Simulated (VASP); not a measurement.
**F2: single point with RPBE**

Molecule: F2, in a box.

```
CELL_PARAMETERS angstrom
11.85123 0.00000 0.00000
0.00000 12.35123 0.00000
0.00000 0.00000 12.85123
ATOMIC_POSITIONS crystal
F 0.51282 0.55875 0.49122
F 0.48681 0.44780 0.50903
```

```json
{
 "Program": "VASP 6.6.1",
 "Task": "single point",
 "Functional": "RPBE",
 "Potentials or basis": "VASP PAW PBE potentials, release 64 (F)",
 "Cutoff": "400 eV",
 "k mesh": "1 × 1 × 1",
 "Occupations": "gaussian, width 0.01 eV",
 "Spin": "no spin polarisation"
}
```

```json
{
 "Largest force": "0.324 eV/Å",
 "Gap between the frontier levels": "3.51 eV"
}
```

Forces on the atoms (eV/Å):
```
F    0.073  0.312 -0.051
F   -0.073 -0.312  0.051
```

Levels at points of the mesh, in eV from the valence-band top:
| k point | band 3 | band 4 | band 5 | band 6 | band 7 | band 8 | band 9 | band 10 | band 11 |
| --- | --- | --- | --- | --- | --- | --- | --- | --- | --- |
| (0.00, 0.00, 0.00) | -5.86 | -3.27 | -3.27 | 0.00 | 0.00 | 3.51 | 9.08 | 9.91 | 10.11 |

It took 79 s on 1 thread of Intel(R) Xeon(R) 6975P-C (Granite Rapids) (shared host), peak memory 0.91 GiB.

Caveat: the PAW data sets were made with another functional, which shifts forces and pressure a little. RPBE gaps usually lie below the measured ones, often by a third to a half.
